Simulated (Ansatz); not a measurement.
Ansatz input

```yaml
crystal:
  lattice:
    - [0.0, 2.5002470095, 2.5002470095]
    - [2.5002470095, 0.0, 2.5002470095]
    - [2.5002470095, 2.5002470095, 0.0]
  atoms:
    - { symbol: Tl, position: [0.0, 0.0, 0.0] }
hamiltonian:
  xc: pbe
  pseudopotentials:
    kind: paw
    azcp:
      Tl: "pseudopotentials/Tl.paw.azcp"
basis:
  ecutwfc: 420
  fft_grid_basis: typed
kpoints:
  mp_grid: { grid: [18, 18, 18], shift: [0, 0, 0] }
magnetization:
  spin_polarized: false
scf:
  occupations: { method: fermi_dirac, width: 0.1 }
```

Terminal output

```
Engine: ansatz 0.2.0, x86_64-unknown-linux-gnu
Pseudopotentials: kind: paw
Pseudopotential: Tl, paw, valence charge 13, recommended cutoff 420 eV (normal) 
Functional definition: PBE
  parameter kappa = 0.804
  parameter beta = 0.06672455060314922
  exchange = pbe_x(kappa = kappa, mu = beta*pi^2/3)
  correlation = pbe_c(beta = beta)
Crystal: 1 atoms, lattice volume = 31.259 Å³
Basis set: ecut = 420 eV, 609 PW (Γ)
Bands: 11, of which v1, the nominal top of the filled ones, is band 7 counted from 1 (6 counted from 0)
Symmetry: 48 space group operations
Space group: Fm-3m (ITA 225), of the structure as read, at distance tolerance 3.2e-5 Å
k-points: 195 of 5832
Non-local potential: Tl, projectors of the file, l = 0: 2, l = 1: 2, l = 2: 2, l = 3: 1
PAW form: soft (Blöchl's): semilocal exchange-correlation on the pseudo side does not see the compensation charge
PAW one-centre angular grid: Tl, 590 points (default); XC on 64 Gauss nodes
Initial density: superposition of atomic densities (neutral atoms: chi_scale 0, normalization atom), corrected by the library's trained network
Initial wavefunctions: pseudopotential atomic-orbital guess
Functional: x = pbe(κ = 0.804, μ = 0.2195149727645171), c = pbe(β = 0.06672455060314922)
SCF iter   1: F=—  HF=-11444.142837 eV  |F-HF|=—  |Δ(HF+E_count)|=         —  Δρ=6.20e-4  dr2=1.32e-4  ethr=1.77e-3  ⟨swp⟩=5.4  Hψ=13539  notcnv=0
SCF iter   2: F=—  HF=-11444.142312 eV  |F-HF|=—  |Δ(HF+E_count)|=   5.25e-4  Δρ=5.26e-4  dr2=8.32e-5  ethr=1.01e-6  ⟨swp⟩=2.0  Hψ=4875  notcnv=0
SCF iter   3: F=—  HF=-11444.142325 eV  |F-HF|=—  |Δ(HF+E_count)|=   1.31e-5  Δρ=2.19e-4  dr2=1.13e-5  ethr=6.40e-7  ⟨swp⟩=2.5  Hψ=3593  notcnv=0
SCF iter   4: F=—  HF=-11444.142326 eV  |F-HF|=—  |Δ(HF+E_count)|=   1.59e-6  Δρ=9.61e-5  dr2=4.01e-6  ethr=8.67e-8  ⟨swp⟩=2.0  Hψ=3365  notcnv=0
SCF iter   5: F=—  HF=-11444.142325 eV  |F-HF|=—  |Δ(HF+E_count)|=   1.50e-6  Δρ=2.26e-5  dr2=1.02e-7  ethr=3.09e-8  ⟨swp⟩=2.7  Hψ=3773  notcnv=0
SCF iter   6: F=-11444.142325 eV  HF=-11444.142325 eV  |F-HF|=6.88e-9  |Δ(HF+E_count)|=   1.43e-8  Δρ=8.10e-6  dr2=1.58e-8  ethr=7.69e-10  ⟨swp⟩=2.0  Hψ=3467  notcnv=0
SCF 1 converged in 6 iterations: F = -11444.142325 eV  dr2 = 1.58e-8
SCF converged after 6 iterations
Free energy (F): -11444.142325 eV
Harris-Foulkes:  -11444.142325 eV  (|F-HF|=6.88e-9)
Internal energy: -11444.122172 eV  (E = F + TS)
E sigma→0 (E₀):  -11444.132248 eV
Entropy (-TS):   -0.020153 eV (-20.153 meV/atom)
Fermi energy:    9.168436 eV
--- Per-component energies (eV) ---
  E_band       = -6.675572
  E_kinetic    = 333.108824
  E_local      = -925.843045  (includes V_loc(G=0)·N_el)
  E_nonlocal   = 317.126477
  E_hartree    = 341.659885
  E_xc         = -230.458278
  E_vxc        = -141.756930  (∫ρ·V_xc dr)
  E_paw        = -10164.081732  (= ΣΔE_a)
  E_vpaw       = -272.632832  (= ΣTr[D̂ρ^β])
  E_aug_tail   = 0.000033  (compensation charges beyond the density's cutoff)
  E_ewald      = -1115.634336
  E_smearing   = -0.020153  (= −TS)
  E_closure    = -0.000000  (closes the sum)
  Σ components = -11444.142325   (vs F -11444.142325, Δ=0.00e0)
```

Command:

```sh
ansatz run input.yaml --threads 1 --pin off --max-ram 3584MiB --backend cpu --events-out ev --progress --plain --runs-dir out
```

On 1 thread of Intel(R) Xeon(R) Platinum 8259CL CPU @ 2.50GHz (Skylake/Cascade Lake) (shared host) this took about 3.9 s of wall time and 3.5 s of CPU time.
